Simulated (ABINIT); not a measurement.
# Ti (Im-3m) in ABINIT: single point with PBE

Aim: the single point of Ti with PBE.

All numbers are computed with ABINIT 10.8.3 (patched build); they aren't measurements. Logs are shortened: lines on timing, memory, paths and dates and some standing lists are left out, and cuts for length are marked. The log counts tension as positive stress, the text compression.

## (1) Starting point

The structure is cubic, space group Im-3m (No. 229). The conventional cell has a = 3.282 Å, b = 3.282 Å, c = 3.282 Å, α = 90.00°, β = 90.00°, γ = 90.00°. Around Ti (site symmetry m-3m) lie 8 Ti at 2.84 Å.

This isn't the form of Ti at room conditions, which is hcp.

## (2) Single point, PBE

Contents of run.abi:

```
pp_dirpath "./"
pseudos "Ti.upf"

acell 2.8422953752 2.8422953752 2.8422953752 Angstrom
rprim
    -0.5773502692     0.5773502692     0.5773502692
     0.5773502692    -0.5773502692     0.5773502692
     0.5773502692     0.5773502692    -0.5773502692
ntypat 1
znucl 22
natom 1
typat 1
xcart
     0.0000000000     0.0000000000     0.0000000000 Angstrom

ecut 38.0

kptopt 1
ngkpt 8 8 8
nshiftk 1
shiftk 0.0 0.0 0.0

ixc 11

nband 10
occopt 3
tsmear 0.05 eV

nstep 100
tolvrs 1.0e-10

iomode 3
prtwf 0
prtden 0
prteig 0
prtebands 0
enunit 1
```

Potentials or basis: PseudoDojo NC SR PBE v0.4 stringent.

Run with:

```console
abinit run.abi > log 2>&1
```

run.abo:

```text
.Version 10.8.3 of ABINIT
 Symmetries : space group Im -3 m (#229); Bravais cI (body-center cubic)
================================================================================
 Values of the parameters that define the memory need of the present run
     intxc =       0    ionmov =       0      iscf =       7    lmnmax =       6
     lnmax =       6     mgfft =      30  mpssoang =       3    mqgrid =    3001
     natom =       1  nloc_mem =       1    nspden =       1   nspinor =       1
    nsppol =       1      nsym =      48    n1xccc =    2501    ntypat =       1
    occopt =       3   xclevel =       2
       mpw =        1350          nfft =       27000          nkpt =          29
================================================================================
================================================================================

--------------------------------------------------------------------------------
------------- Echo of variables that govern the present computation ------------
--------------------------------------------------------------------------------
 -outvars: echo values of preprocessed input variables --------
            acell      5.3711598281E+00  5.3711598281E+00  5.3711598281E+00 Bohr
              amu      4.78800000E+01
             ecut      3.80000000E+01 Hartree
           enunit           1
              ixc          11
         kptrlatt        8    0    0      0    8    0      0    0    8
          kptrlen      4.29692786E+01
            natom           1
            nband          10
            ngfft          30      30      30
             nkpt          29
            nstep         100
             nsym          48
           ntypat           1
           occopt           3
           prtden           0
        prtebands           0
           prteig           0
            prtwf           0
            rprim     -5.7735026920E-01  5.7735026920E-01  5.7735026920E-01
                       5.7735026920E-01 -5.7735026920E-01  5.7735026920E-01
                       5.7735026920E-01  5.7735026920E-01 -5.7735026920E-01
          spgroup         229
           tolvrs      1.00000000E-10
           tsmear      1.83746611E-03 Hartree
            typat      1
            znucl       22.00000

================================================================================

 chkinp: Checking input parameters for consistency.

================================================================================
== DATASET  1 ==================================================================

--- !DatasetInfo
iteration_state: {dtset: 1, }
dimensions: {natom: 1, nkpt: 29, mband: 10, nsppol: 1, nspinor: 1, nspden: 1, mpw: 1350, }
cutoff_energies: {ecut:  38.0, pawecutdg:  -1.0, }
electrons: {nelect:   1.20000000E+01, charge:   0.00000000E+00, occopt:   3.00000000E+00, tsmear:   1.83746611E-03, }
meta: {optdriver: 0, ionmov: 0, optcell: 0, iscf: 7, paral_kgb: 0, }
...

 Exchange-correlation functional for the present dataset will be:
  GGA: Perdew-Burke-Ernzerhof functional - ixc=11
[... 56 lines left out ...]
etotal    :  -5.93515746E+01
entropy   :   0.00000000E+00
fermie    :   3.50556414E-01
cartesian_stress_tensor: # hartree/bohr^3
- [  9.41085919E-05,   0.00000000E+00,   0.00000000E+00, ]
- [  0.00000000E+00,   9.41085919E-05,   0.00000000E+00, ]
- [  0.00000000E+00,   0.00000000E+00,   9.41085919E-05, ]
pressure_GPa:  -2.7688E+00
xred      :
- [  0.0000E+00,   0.0000E+00,   0.0000E+00, Ti]
cartesian_forces: # hartree/bohr
- [ -0.00000000E+00,  -0.00000000E+00,  -0.00000000E+00, ]
force_length_stats: {min:   0.00000000E+00, max:   0.00000000E+00, mean:   0.00000000E+00, }
...

 Integrated electronic density in atomic spheres:
 ------------------------------------------------
 Atom  Sphere_radius  Integrated_density
    1        2.00000          9.52485692
================================================================================

 ----iterations are completed or convergence reached----

 Mean square residual over all n,k,spin=   96.389E-09; max=  20.675E-06
 reduced coordinates (array xred) for    1 atoms
       0.000000000000      0.000000000000      0.000000000000
 rms dE/dt=  0.0000E+00; max dE/dt=  0.0000E+00; dE/dt below (all hartree)
    1       0.000000000000      0.000000000000      0.000000000000

 cartesian coordinates (angstrom) at end:
    1      0.00000000000000     0.00000000000000     0.00000000000000

 cartesian forces (hartree/bohr) at end:
    1     -0.00000000000000    -0.00000000000000    -0.00000000000000
 frms,max,avg= 0.0000000E+00 0.0000000E+00   0.000E+00  0.000E+00  0.000E+00 h/b

 cartesian forces (eV/Angstrom) at end:
    1     -0.00000000000000    -0.00000000000000    -0.00000000000000
 frms,max,avg= 0.0000000E+00 0.0000000E+00   0.000E+00  0.000E+00  0.000E+00 e/A
 length scales=  5.371159828062  5.371159828062  5.371159828062 bohr
              =  2.842295375200  2.842295375200  2.842295375200 angstroms
 Fermi (or HOMO) energy (eV) =   9.53913   Average Vxc (eV)= -11.49633
 Eigenvalues (   eV  ) for nkpt=  29  k points:
 kpt#   1, nband= 10, wtk=  0.00195, kpt=  0.0000  0.0000  0.0000 (reduced coord)
 -46.99582  -22.88827  -22.88827  -22.88827    3.63688   10.51950   10.51950   10.51950
  12.24564   12.24564
 prteigrs : prtvol=0 or 1, do not print more k-points.

--- !EnergyTerms
iteration_state     : {dtset: 1, }
comment             : Components of total free energy in Hartree
kinetic             :  2.35201558650877E+01
hartree             :  1.22405204719453E+01
xc                  : -8.72233829391204E+00
Ewald energy        : -4.22478845771672E+01
psp_core            :  1.47695657920891E+00
local_psp           : -4.61794074193146E+01
non_local_psp       :  5.61135488639230E-01
internal            : -5.93508618855128E+01
'-kT*entropy'       : -7.12705101824879E-04
total_energy        : -5.93515745906146E+01
total_energy_eV     : -1.61503862049237E+03
band_energy         : -7.35442660555718E+00
...

 Cartesian components of stress tensor (hartree/bohr^3)
  sigma(1 1)=  9.41085919E-05  sigma(3 2)=  0.00000000E+00
  sigma(2 2)=  9.41085919E-05  sigma(3 1)=  0.00000000E+00
  sigma(3 3)=  9.41085919E-05  sigma(2 1)=  0.00000000E+00

-Cartesian components of stress tensor (GPa)         [Pressure= -2.7688E+00 GPa]
- sigma(1 1)=  2.76877036E+00  sigma(3 2)=  0.00000000E+00
- sigma(2 2)=  2.76877036E+00  sigma(3 1)=  0.00000000E+00
- sigma(3 3)=  2.76877036E+00  sigma(2 1)=  0.00000000E+00

== END DATASET(S) ==============================================================
================================================================================

 -outvars: echo values of variables after computation  --------
            acell      5.3711598281E+00  5.3711598281E+00  5.3711598281E+00 Bohr
           etotal     -5.9351574591E+01
            fcart     -0.0000000000E+00 -0.0000000000E+00 -0.0000000000E+00
            rprim     -5.7735026920E-01  5.7735026920E-01  5.7735026920E-01
                       5.7735026920E-01 -5.7735026920E-01  5.7735026920E-01
                       5.7735026920E-01  5.7735026920E-01 -5.7735026920E-01
           strten      9.4108591856E-05  9.4108591856E-05  9.4108591856E-05
                       0.0000000000E+00  0.0000000000E+00  0.0000000000E+00
 Calculation completed.
```

Wall time 8.9 s (1 thread of Arm Neoverse V1, shared host); peak memory 0.06 GiB.

What came out:

```
Free energy                                           : -1615.0386 eV
Pressure                                              : -2.8 GPa
Band gap on the k mesh                                : none (metal or under the smearing width)
Valence electrons inside the program's atomic spheres : Ti 9.52 (radii [1.0584] Å)
```

Levels at points of the mesh, in eV from the Fermi level:
```tsv
k point	band 3	band 4	band 5	band 6	band 7	band 8	band 9	band 10
(0.00, 0.00, 0.00)	-32.43	-32.43	-5.90	0.98	0.98	0.98	2.71	2.71
(0.50, 0.00, 0.00)	-32.63	-32.43	-2.41	-0.38	1.07	2.69	3.04	4.19
(0.50, 0.50, 0.50)	-32.87	-32.87	-2.05	-2.05	3.85	3.85	3.85	8.22
```
